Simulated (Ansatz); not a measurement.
Moving the functional in SiC

```xyz
8
Lattice="3.0757 0.0000 0.0000 -1.5378 2.6636 0.0000 0.0000 0.0000 10.0706" Properties=species:S:1:pos:R:3 pbc="T T T"
Si    0.0000    0.0000    1.8922
Si    0.0000    0.0000    6.9275
Si    0.0000    1.7758    4.4094
Si    1.5378    0.8879    9.4447
C     0.0000    0.0000    0.0046
C     0.0000    0.0000    5.0400
C     0.0000    1.7758    2.5157
C     1.5378    0.8879    7.5510
```

The cell is a database's computed one, not the measured one.

Kept alike: task band structure; k mesh 10 × 10 × 3; occupations fermi-dirac, width 0.05 eV; no spin polarisation. Program: Ansatz, all-electron LAPW, scalar-relativistic. The mesh is that of the run's cell of 8 atoms. No spin-orbit coupling.

| run | band gap (eV) | pressure (GPa) |
| --- | --- | --- |
| A | 2.226 | 3.94 |
| B | 2.117 | 0.41 |
| C | 2.177 | -3.81 |

Pressure is positive in compression. Gaps are the smaller of the mesh's and the band path's.

Task: The runs differ in the functional alone: LDA; PBE; PBEsol. Which run is which?

Result: Run A is PBE; run B is PBEsol; run C is LDA. The band gap runs from 2.117 (PBEsol) to 2.226 eV (PBE). From PBE: LDA -0.049; PBEsol -0.109. The pressure runs from -3.81 (LDA) to 3.94 GPa (PBE). From PBE: LDA -7.75; PBEsol -3.53. A positive pressure means that the functional's own cell is larger than the one given, a negative one that it is smaller.
